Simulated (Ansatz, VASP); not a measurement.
## Two plane-wave programs on MgO

```
CELL_PARAMETERS angstrom
4.25360 0.00000 0.00000
0.00000 4.25360 0.00000
0.00000 0.00000 4.25360
ATOMIC_POSITIONS crystal
Mg 0.74999 0.74999 0.74999
Mg 0.75001 0.25001 0.24999
Mg 0.24999 0.75001 0.25001
Mg 0.25001 0.24999 0.75001
O 0.25000 0.25000 0.25000
O 0.25000 0.75000 0.75000
O 0.75000 0.25000 0.75000
O 0.75000 0.75000 0.25000
```

Alike in both runs: functional PBE; k mesh 4 × 4 × 4; occupations gaussian, width 0.1 eV; no spin polarisation.

Ansatz relaxed the structure, and its values are those at the end. VASP's run is a single point on that final structure, the one shown.

|  | VASP | Ansatz |
| --- | --- | --- |
| version | VASP 6.6.1 | Ansatz 0.2.0 |
| potentials or method | VASP PAW PBE potentials, release 64 (Mg, O) | scalar-relativistic, plane waves, PAW |
| plane-wave cutoff (eV) | 520 | 420 |
| valence electrons in the cell | 32 | 64 |

Ansatz gave:

| Quantity | Value |
| --- | --- |
| gap on the k mesh at the Fermi level (eV) | 4.46 |
| least direct gap on the mesh (eV) | 4.46 |
| pressure (GPa) | 0.0 |

Task: Which values does VASP return?

Result: gap on the k mesh at the Fermi level (eV): 4.44; least direct gap on the mesh (eV): 4.44; pressure (GPa): -0.7.

The two sets of potentials don't hold the same shells in valence.

A hybrid or GW would open this gap; PBE tends to underestimate it.
